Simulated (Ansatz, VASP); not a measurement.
PbO2 in VASP and in Ansatz

```
Pb O
1.0
     0.00000    2.70199    2.70199
     2.70199    0.00000    2.70199
     2.70199    2.70199    0.00000
Pb O
1 2
Direct
  0.00000 0.00000 0.00000
  0.75000 0.75000 0.75000
  0.25000 0.25000 0.25000
```

The cell comes from a database or a generator and needn't be the stable form of this composition.

Alike in both runs: functional LDA; k mesh 9 × 9 × 9; occupations fermi-dirac, width 0.05 eV; no spin polarisation.

```csv
,VASP,Ansatz
version,VASP 6.6.1,Ansatz 0.2.0
potentials or method,"VASP PAW LDA potentials, release 64 (Pb_d, O)",Ansatz PAW
plane-wave cutoff (eV),520,420
valence electrons in the cell,26,26
task,single point,band structure
```

|  | VASP | Ansatz | Ansatz less VASP |
| --- | --- | --- | --- |
| gap on the k mesh at the Fermi level (eV) | none | none | - |
| pressure (GPa) | -9.8 | -10.0 | -0.25 |

A gap of «none» marks a metal or a gap that the smearing closes.

Caveats: the pressure holds a Pulay correction of +0.8 GPa for the finite cutoff (Ansatz); spin-orbit coupling is left out, which moves the levels of the heavy elements (Ansatz); the PAW data sets come from PBE, with cores solved anew for the run's functional, which leaves a small shift of forces and pressure (Ansatz). The runs have no spin-orbit coupling, so splittings on Pb are missing.
